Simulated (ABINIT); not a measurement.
Write the native input for ABINIT 10.8.3 (patched build) that does the following.

```yaml
Task: equation of state
Functional: BP86
Dispersion: D3(BJ)
Potentials_or_basis: JTH PAW PBE v2.0
Cutoff: 408 eV
k_mesh: 12 × 12 × 12
Occupations: fermi-dirac, width 0.05 eV
Spin: no spin polarisation
Fine-grid_cutoff: 816.342 eV
Exchange_and_correlation_inside_the_PAW_spheres: full angular mesh (pawxcdev 0, this build's default; the released program takes 1)
```

Mo:

```
Mo
1.0
    -1.58381    1.58381    1.58381
     1.58381   -1.58381    1.58381
     1.58381    1.58381   -1.58381
Mo
1
Direct
  0.00000 0.00000 0.00000
```

One way to write it, as run:

run.abi

```
ndtset 7
getwfk -1
scalecart1 3*0.9795861087
scalecart2 3*0.9864848297
scalecart3 3*0.9932883884
scalecart4 3*1.0000000000
scalecart5 3*1.0066227096
scalecart6 3*1.0131594038
scalecart7 3*1.0196128224

pp_dirpath "./"
pseudos "Mo.GGA_PBE-JTH.xml"

acell 3*1.0 Angstrom
rprim
    -1.5838089719     1.5838089719     1.5838089719
     1.5838089719    -1.5838089719     1.5838089719
     1.5838089719     1.5838089719    -1.5838089719
ntypat 1
znucl 42
natom 1
typat 1
xred
     0.0000000000     0.0000000000     0.0000000000

ecut 408.170794 eV
pawecutdg 30.0

kptopt 1
ngkpt 12 12 12
nshiftk 1
shiftk 0.0 0.0 0.0

ixc -106132
vdw_xc 7

nband 11
occopt 3
tsmear 0.00183747

nstep 100
tolvrs 1.0e-9

iomode 3
prtwf 1
prtden 0
prteig 0
prtebands 0
enunit 2
```

Potentials or basis: JTH PAW PBE v2.0.

Launch:

```bash
$ abinit run.abi > log 2>&1
```

It gave:

* Equilibrium volume: 14.80 Å³/atom (rough: see the caveat)
* Bulk modulus: 309 GPa (rough)

Caveat: pressures at fixed basis lie under the slope of the energies; the minimum lies outside the volumes run; the PAW data sets were made with another functional, which shifts forces and pressure a little.

It took 63 s on 1 thread of Arm Neoverse N1 (shared host), peak memory 0.12 GiB.
